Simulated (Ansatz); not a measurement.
# Structural energy differences of tellurium

Method: DFT, BLYP, plane waves (420 eV) with PAW, scalar-relativistic (Ansatz 0.2.0). The PAW files were generated under PBE, with cores re-solved for the functional.

Each structure is relaxed within its own symmetry, so a high-lying one may be dynamically unstable. No dispersion correction is added.

```tsv
structure	ΔE (meV/atom)	V (Å³/atom)	cell	magnetic state
trigonal tellurium	0	48.09	a = 5.312 Å, c = 5.904 Å (c/a = 1.111)	spin not included
simple cubic	123	35.76	a = 3.295 Å	spin not included
diamond	340	50.14	a = 7.375 Å	spin not included
bcc	513	32.07	a = 4.003 Å	spin not included
omega (AlB2-type)	515	33.32	a = 6.016 Å, c = 3.189 Å (c/a = 0.530)	spin not included
fcc	639	32.02	a = 5.041 Å	spin not included
A15	678	33.05	a = 6.418 Å	spin not included
```

ΔE counts from trigonal tellurium.

Differences under about 8 meV lie within the error of the k-point mesh.

This functional, with no dispersion term, lets the cell expand far past the measured one (trigonal tellurium).
